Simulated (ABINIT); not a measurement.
Input of an ABINIT 10.8.3 (patched build) run:

Contents of run.abi:

```
# Pseudopotentials
pp_dirpath "./"
pseudos "Se.LDA_PW-JTH.xml, Zn.LDA_PW-JTH.xml"

# Structure
acell 7.5732633804 7.5732633804 7.5732633804
rprim
     0.0000000000     0.7071067812     0.7071067812
     0.7071067812     0.0000000000     0.7071067812
     0.7071067812     0.7071067812     0.0000000000
ntypat 2
znucl 34 30
natom 2
typat 1 2
xred
     0.7500000000     0.7500000000     0.7500000000
     0.0000000000     0.0000000000     0.0000000000

# Plane-wave basis
ecut 20.0
pawecutdg 40.0

# k points
kptopt 1
ngkpt 5 5 5
nshiftk 1
shiftk 0.0 0.0 0.0

# Exchange and correlation
ixc 7

# Bands and occupations
nband 13
occopt 3
tsmear 0.05 eV

# SCF cycle
nstep 100
tolvrs 1.0e-9

# Output
iomode 3
prtwf 0
prteig 0
prtebands 0
prtden 1
prtvha 1
prtvclmb 1
prtpot 1
```

Potentials or basis: JTH PAW LDA v2.0.

Command:

```sh
$ abinit run.abi > log 2>&1
```

**Question.** Estimate the band gap on the k mesh.

**Answer.** 1.03 eV, direct.

**The experiment to reproduce.**

From “Alloy Disordering Effects on the Thermal Conductivity and Energy Gap Temperature Dependence of Cd1−xZnxSe Ternary Crystals Grown by the Bridgman Method”, 2023, pmc:10253836, for a bulk crystal of ZnSe at 300 K: band gap 2.695 ± 0.003 eV (an exciton energy, a little under the gap).

Measured gap of ZnSe: 2.695 eV (an exciton energy, a little under the gap; 300 K; “Alloy Disordering Effects on the Thermal Conductivity and Energy Gap Temperature Dependence of Cd1−xZnxSe Ternary Crystals Grown by the Bridgman Method”, 2023, pmc:10253836). This calculation gives 1.03 eV (-1.67 eV). So large a miss can be the level of theory's own, or it may mean another phase, state or a wrong row. Spin-orbit coupling on Se is left out. The value is that of LDA, without temperature or zero-point motion. Semilocal functionals fall short of measured gaps as a rule.
